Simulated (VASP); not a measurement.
# Si (Fd-3m) in VASP: notebook, part 2 of 2

VASP 6.6.1.

### Step 3. Relaxation of cell and atoms, HSE06, target pressure 12 GPa, at which the enthalpy is minimised

Input file POSCAR:

```
Si
1.0
    0.0000000000      2.7155000000      2.7155000000
    2.7155000000      0.0000000000      2.7155000000
    2.7155000000      2.7155000000      0.0000000000
Si
2
Direct
    0.0000000000      0.0000000000      0.0000000000
    0.2500000000      0.2500000000      0.2500000000
```

Input file INCAR.step1:

```
PREC = Accurate ; ENCUT = 600
EDIFF = 1E-5 ; ISMEAR = -1
SIGMA = 0.05 ; LREAL = F
LASPH = T ; NELM = 60
ALGO = Normal ; LWAVE = T
LCHARG = F ; PSTRESS = 120
GGA = PE ; KPAR = 2
```

Input file INCAR.step2:

```
PREC = Accurate ; ENCUT = 600
EDIFF = 1E-6 ; ISMEAR = -1
SIGMA = 0.05 ; LREAL = F
LASPH = T ; NELM = 60
ALGO = Normal ; ISIF = 3
LWAVE = F ; LCHARG = F
GGA = PE ; LHFCALC = T
HFSCREEN = 0.2 ; PRECFOCK = Fast
IBRION = 2 ; NSW = 60
EDIFFG = -0.01 ; PSTRESS = 120
ISTART = 1 ; KPAR = 2
```

Input file KPOINTS:

```
Automatic mesh
0
Gamma
  6 6 6
```

Potentials or basis: VASP PAW PBE potentials, release 64 (Si).

On the command line:

```sh
$ cat potpaw_PBE.64/Si/POTCAR > POTCAR
$ cp INCAR.step1 INCAR
$ mpirun -np 2 vasp_std > vasp.out
$ cp INCAR.step2 INCAR
$ mpirun -np 2 vasp_std > vasp.out
```

OUTCAR:

```text
PREC = Accurate
   ENCUT = 600
   EDIFF = 1E-6
   ISMEAR = -1
   LREAL = F
   LASPH = T
   NELM = 60
   ISIF = 3
   GGA = PE
   LHFCALC = T
   HFSCREEN = 0.2
   PRECFOCK = Fast
   IBRION = 2
   NSW = 60
   EDIFFG = -0.01
   PSTRESS = 120
   ISTART = 1

 ion  position               nearest neighbor table
   1  0.000  0.000  0.000-   2 2.35   2 2.35   2 2.35   2 2.35
   2  0.250  0.250  0.250-   1 2.35   1 2.35   1 2.35   1 2.35

  LATTYP: Found a face centered cubic cell.
 ALAT       =     5.4310000000

  Lattice vectors:

 A1 = (   0.0000000000,   2.7155000000,   2.7155000000)
 A2 = (   2.7155000000,   0.0000000000,   2.7155000000)
 A3 = (   2.7155000000,   2.7155000000,   0.0000000000)

Analysis of symmetry for initial positions (statically):
=====================================================================
 Subroutine PRICEL returns:
 Original cell was already a primitive cell.

 Routine SETGRP: Setting up the symmetry group for a
 face centered cubic supercell.

 Subroutine GETGRP returns: Found 48 space group operations
 (whereof 24 operations were pure point group operations)
 out of a pool of 48 trial point group operations.

The static configuration has the point symmetry T_d .
 The point group associated with its full space group is O_h .

Analysis of symmetry for dynamics (positions and initial velocities):
=====================================================================
 Subroutine PRICEL returns:
 Original cell was already a primitive cell.

 Routine SETGRP: Setting up the symmetry group for a
 face centered cubic supercell.

 Subroutine GETGRP returns: Found 48 space group operations
 (whereof 24 operations were pure point group operations)
 out of a pool of 48 trial point group operations.

The dynamic configuration has the point symmetry T_d .
 The point group associated with its full space group is O_h .

 Subroutine INISYM returns: Found 48 space group operations
 (whereof 24 operations are pure point group operations),
 and found     1 'primitive' translations

----------------------------------------------------------------------------------------

                                     Primitive cell

  volume of cell :      40.0479

  direct lattice vectors                    reciprocal lattice vectors
     0.000000000  2.715500000  2.715500000    -0.184128153  0.184128153  0.184128153
     2.715500000  0.000000000  2.715500000     0.184128153 -0.184128153  0.184128153
     2.715500000  2.715500000  0.000000000     0.184128153  0.184128153 -0.184128153

  length of vectors
     3.840296929  3.840296929  3.840296929     0.318919316  0.318919316  0.318919316

  position of ions in fractional coordinates (direct lattice)
     0.000000000  0.000000000  0.000000000
     0.250000000  0.250000000  0.250000000

  ion indices of the primitive-cell ions
   primitive index   ion index
                 1           1
                 2           2

----------------------------------------------------------------------------------------

 KPOINTS: Automatic mesh

Automatic generation of k-mesh.
 Grid dimensions read from file:
 generate k-points for:    6    6    6

 Generating k-lattice:

  Cartesian coordinates                     Fractional coordinates (reciprocal lattice)
    -0.030688026  0.030688026  0.030688026     0.166666667  0.000000000  0.000000000
     0.030688026 -0.030688026  0.030688026     0.000000000  0.166666667  0.000000000
     0.030688026  0.030688026 -0.030688026     0.000000000  0.000000000  0.166666667

  Length of vectors
     0.053153219  0.053153219  0.053153219

  Shift w.r.t. Gamma in fractional coordinates (k-lattice)
     0.000000000  0.000000000  0.000000000

 Subroutine IBZKPT returns following result:
 ===========================================

 Found     16 irreducible k-points:

 Following reciprocal coordinates:
            Coordinates               Weight
  0.000000  0.000000  0.000000      1.000000
  0.166667  0.000000  0.000000      8.000000
  0.333333  0.000000  0.000000      8.000000
  0.500000  0.000000  0.000000      4.000000
  0.166667  0.166667  0.000000      6.000000
  0.333333  0.166667  0.000000     24.000000
[... 8 lines left out ...]
 -0.333333  0.333333  0.166667     24.000000
 -0.333333  0.500000  0.166667     12.000000
   k-points           NKPTS =     16   k-points in BZ     NKDIM =    216   number of bands    NBANDS=      8
   number of dos      NEDOS =    301   number of ions     NIONS =      2
   total plane-waves  NPLWV =  32768
   dimension x,y,z NGX =    32 NGY =   32 NGZ =   32
   dimension x,y,z NGXF=    64 NGYF=   64 NGZF=   64
   ions per type =               2
   NGX,Y,Z   is equivalent  to a cutoff of  13.85, 13.85, 13.85 a.u.
   NGXF,Y,Z  is equivalent  to a cutoff of  27.71, 27.71, 27.71 a.u.
 SYSTEM =  unknown system
   PREC   = accura    normal or accurate (medium, high low for compatibility)
   ISTART =      1    job   : 0-new  1-cont  2-samecut
   ICHARG =      0    charge: 1-file 2-atom 10-const
   ISPIN  =      1    spin polarized calculation?
   LNONCOLLINEAR =      F non collinear calculations
   LSORBIT =      F    spin-orbit coupling
   LASPH  =      T    aspherical Exc in radial PAW
   ENCUT  =  600.0 eV  44.10 Ry    6.64 a.u.   7.67  7.67  7.67*2*pi/ulx,y,z
   NELM   =     60;   NELMIN=  2; NELMDL=  0     # of ELM steps
   EDIFF  = 0.1E-05   stopping-criterion for ELM
   LREAL  =      F    real-space projection
   EDIFFG = -.1E-01   stopping-criterion for IOM
   NSW    =     60    number of steps for IOM
   IBRION =      2    ionic relax: 0-MD 1-quasi-New 2-CG
   NFREE  =      1    steps in history (QN), initial steepest desc. (CG)
   ISIF   =      3    stress and relaxation
   ISYM   =      3    0-nonsym 1-usesym 2-fastsym
   POTIM  = 0.5000    time-step for ionic-motion
   TEBEG  =    0.0;   TEEND  =   0.0 temperature during run
   PSTRESS=  120.0 pullay stress
   NELECT =       8.0000    total number of electrons
   NUPDOWN=      -1.0000    fix difference up-down
   EMIN   =  10.00;   EMAX   =-10.00  energy-range for DOS
   EFERMI =   0.00;   METHOD = LEGACY
   ISMEAR =    -1;   SIGMA  =   0.05  broadening in eV -4-tet -1-fermi 0-gaus
   EFERMI_NEDOS =   21; number of points for ismear=-14 and -15
   IALGO  =     38    algorithm
   IMIX   =      1    mixing-type and parameters
     AMIX     =   0.40;   BMIX     =  1.00
     AMIX_MAG =   1.60;   BMIX_MAG =  1.00
  volume/ion in A,a.u.               =      20.02       135.13
  Fermi-wavevector in a.u.,A,eV,Ry     =   0.956999  1.808467 12.460868  0.915848
  Thomas-Fermi vector in A             =   2.085978
   LORBIT       =      0    0 simple, 1 ext, 2 COOP (PROOUT), +10 PAW based schemes
   GGA     = PE    functional components
   LHFCALC =     T    Hartree Fock is set to
   PRECFOCK=fast      Normal, Fast or Accurate (Low or Medium for compatibility)
   ENCUT4O =  -1.0   cutoff for four orbital integrals eV
   NKREDX  =     1    reduce k-point grid by
   NKREDY  =     1    reduce k-point grid by
   NKREDZ  =     1    reduce k-point grid by
   AEXX    =    0.2500 exact exchange contribution
   HFSCREEN=    0.2000 screening length (either q_TF or 0.3 A-1)
   HFSCREENC=   0.2000 screening length for correlation (either q_TF or 0.3 A-1)
   ENCUTFOCK=  -1.0 apply spherical cutoff to Coloumb kernel
   IVDW    =     0    specifies the selected vdW correction
   LEPSILON=     F    determine dielectric tensor
   LRPA    =     F    only Hartree local field effects (RPA)
 conjugate gradient relaxation of ions
 non-spin polarized calculation
  energy-cutoff  :      600.00
  volume of cell :       40.05
 maximum number of plane-waves:      1363
 NGX is ok and might be reduce to    32
  NGX = 18; NGY = 18; NGZ = 18

--------------------------------------- Ionic step        1  -------------------------------------------

 number of electron       7.9999999 magnetization

 Free energy of the ion-electron system (eV)
  ---------------------------------------------------
  ext. energy  EPLUGINS =         0.00000000
  ---------------------------------------------------
  free energy    TOTEN  =       -12.56750088 eV

  energy without entropy =      -12.56750073  energy(sigma->0) =      -12.56750081

------------------------ aborting loop because EDIFF is reached ----------------------------------------

  FORCE on cell =-STRESS in cart. coord.  units (eV):
  Direction    XX          YY          ZZ          XY          YZ          ZX
  --------------------------------------------------------------------------------------
  -------------------------------------------------------------------------------------
  Total        0.0456397      0.0456397      0.0456397      0.0000000      0.0000000     -0.0000000
  in kB        1.8258880      1.8258880      1.8258880      0.0000000      0.0000000     -0.0000000
  external PRESSURE =    -118.1741120 kB  Pullay stress =     120.0000000 kB
[... 99 lines left out ...]
  enthalpy is  TOTEN    =        -9.7150247742 eV   P V=        2.7303396627

--------------------------------------- Ionic step        4  -------------------------------------------

 number of electron       8.0000000 magnetization

 Free energy of the ion-electron system (eV)
  ---------------------------------------------------
  ext. energy  EPLUGINS =         0.00000000
  ---------------------------------------------------
  free energy    TOTEN  =       -12.43860775 eV

  energy without entropy =      -12.43860685  energy(sigma->0) =      -12.43860730

 E-fermi :   7.0124     XC(G=0):  -8.1311

 val. band max:        6.4856126391   @ k =   0.0000   0.0000   0.0000
 cond. band min:       7.5831898058   @ k =   0.5000   0.5000   0.0000
 fundamental gap:      1.0975771667
 Fermi energy:         7.0123899596

 k-point     1 :       0.0000    0.0000    0.0000
  band No.  band energies     occupation
      1      -7.5613      2.00000
      2       6.4856      1.99995
      3       6.4856      1.99995
      4       6.4856      1.99995
      5       9.8720      0.00000
      6       9.8720      0.00000
      7       9.8720      0.00000
      8      12.0583      0.00000
[... 192 lines left out ...]
  FREE ENERGIE OF THE ION-ELECTRON SYSTEM (eV)
  ---------------------------------------------------
  free  energy   TOTEN  =       -12.4386077467 eV

  energy  without entropy=      -12.4386068523  energy(sigma->0) =      -12.43860730

  enthalpy is  TOTEN    =        -9.7151636595 eV   P V=        2.7234440872

 reached required accuracy - stopping structural energy minimisation
```

It took 6.3 min on 2 MPI ranks of Intel Xeon Platinum 8488C (Sapphire Rapids), shared host; peak memory 0.26 GiB.

Results:

- Free energy: -12.4386 eV
- Relaxed volume: 18.18 Å³/atom
- Relaxed cell: a = 3.719 Å, b = 3.719 Å, c = 3.719 Å, α = 60.00°, β = 60.00°, γ = 60.00°
- Space group after relaxing (to 0.05 Å): Fd-3m (No. 227)
- Energy change on relaxing (the enthalpy is what falls): +64.4 meV/atom
- Ionic steps: 4
- Pressure after relaxing: 11.9 GPa
- Band gap on the k mesh: 1.10 eV, indirect (least direct gap 3.39 eV)

The path:
```
step  energy change (eV)  largest force (eV/Å)  pressure (GPa)  volume (Å³)
   1              0.0000                0.0000            0.18        40.05
   2              0.7246                0.0000           34.76        32.08
   3              0.1221                0.0000           11.59        36.45
   4              0.1289                0.0000           11.93        36.36
```

Final structure:
```
Si
1.0
     0.00000    2.62950    2.62950
     2.62950    0.00000    2.62950
     2.62950    2.62950    0.00000
Si
2
Direct
  0.00000 0.00000 0.00000
  0.25000 0.25000 0.25000
```

Levels at points of the mesh, in eV from the valence-band top:
```csv
k point,band 1,band 2,band 3,band 4,band 5,band 6,band 7,band 8
"(0.00, 0.00, 0.00)",-14.05,0.00,0.00,0.00,3.39,3.39,3.39,5.57
"(0.50, 0.00, 0.00)",-11.18,-8.25,-1.41,-1.41,2.64,4.10,4.10,8.77
"(0.50, 0.50, 0.00)",-9.04,-9.04,-3.43,-3.43,1.10,1.10,12.41,12.41
```

Caveat: the cell is relaxed towards a set pressure, so the enthalpy falls and the energy may rise; the PAW data sets were made with another functional, which shifts forces and pressure a little. A k mesh can miss the band edges.
